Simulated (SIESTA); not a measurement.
Wanted: an ASE script for a SIESTA 5.4.2 run.

```yaml
Task: band structure
Functional: LDA
Potentials_or_basis: PseudoDojo 0.4 standard (LDA files)
Basis: DZP (energy shift 0.003 Ry; two zetas on semicore shells)
Grid_cutoff: 800 Ry
Energy_shift: 0.003 Ry
k_mesh: 8 × 8 × 5
Occupations: fermi-dirac, width 0.05 eV
Spin: no spin polarisation
```

Crystal: ZrS2.

```
Zr S
1.0
     3.69138    0.00000    0.00000
    -1.84569    3.19683    0.00000
     0.00000    0.00000    6.04108
Zr S
1 2
Direct
  0.00000 0.00000 0.00000
  0.33333 0.66667 0.23791
  0.66667 0.33333 0.76209
```

The cell is a database's computed one.

One way to write it, as run:

run.py

```python
from ase.spacegroup import crystal
from ase.calculators.siesta import Siesta
from ase.units import Ry, GPa

atoms = crystal(
    ['Zr', 'S'],
    basis=[(0.0, 0.0, 0.0), (0.3333333333, 0.6666666667, 0.23790997)],
    spacegroup=164,  # P-3m1
    cellpar=[3.69138255, 3.69138255, 6.04107701, 90.0, 90.0, 120.0],
)

fdf = {
    'SCFMustConverge': False,
    'OccupationFunction': 'FD',
    'ElectronicTemperature': '0.05 eV',
    'MaxSCFIterations': '120',
    'SCF.Mixer.Method': 'Pulay',
    'SCF.Mixer.Weight': '0.25',
    'SCF.Mixer.History': '8',
    'SCF.DM.Tolerance': '5.0e-05',
    'SCF.H.Tolerance': '1.0e-03 eV',
    'WriteForces': 'true',
    'Charge.Mulliken': 'end',
    'BandLinesScale': 'ReciprocalLatticeVectors',
    'BandLines': ['  1    0.000000   0.000000   0.000000  \\Gamma', ' 11    0.500000   0.000000   0.000000  M', '  7    0.333333   0.333333   0.000000  K', ' 13    0.000000   0.000000   0.000000  \\Gamma', '  6    0.000000   0.000000   0.500000  A', ' 11    0.500000   0.000000   0.500000  L', '  7    0.333333   0.333333   0.500000  H', ' 13    0.000000   0.000000   0.500000  A', '  1    0.500000   0.000000   0.500000  L', '  6    0.500000   0.000000   0.000000  M', '  1    0.333333   0.333333   0.000000  K', '  6    0.333333   0.333333   0.500000  H'],
    'PAO.Basis': ['Zr.1 5', 'n=4 0 2', '  3.504 0.000', 'n=5 0 2', '  8.951 0.000', 'n=4 1 2', '  4.065 0.000', 'n=5 1 1', '  8.951', 'n=4 2 2', '  7.326 0.000'],
}
calc = Siesta(
    label="ZrS2",
    command="siesta < PREFIX.fdf > PREFIX.out",
    pseudo_path="pseudos",
    pseudo_qualifier="",
    xc=('LDA', 'PW92'),
    basis_set="DZP",
    mesh_cutoff=800 * Ry,
    energy_shift=0.003 * Ry,
    kpts=[8, 8, 5],
    spin="non-polarized",
    fdf_arguments=fdf,
)
atoms.calc = calc

print(f"energy = {atoms.get_potential_energy():.6f} eV")
free = atoms.get_potential_energy(force_consistent=True)
print(f"free energy = {free:.6f} eV")
print("forces (eV/A):")
print(atoms.get_forces(apply_constraint=False).round(6))
print("stress (GPa, Voigt order, tension positive):", (atoms.get_stress() / GPa).round(4))
```

Potentials or basis: PseudoDojo 0.4 standard (LDA files), DZP (energy shift 0.003 Ry; two zetas on semicore shells).

Launch:

```console
$ python run.py
```

It gave:

* Pressure: -3.5 GPa
* Largest force: 0.009 eV/Å
* Band gap on the k mesh: 0.80 eV, indirect (least direct gap 1.36 eV)
* Band gap along the path: 0.77 eV, indirect (least direct gap 1.36 eV)

Caveat: the basis of atomic orbitals isn't converged, which shifts pressures, moduli and gaps.

It took 78 s on 1 thread of Intel(R) Xeon(R) Platinum 8488C (Sapphire Rapids), on a shared host, peak memory 0.43 GiB.
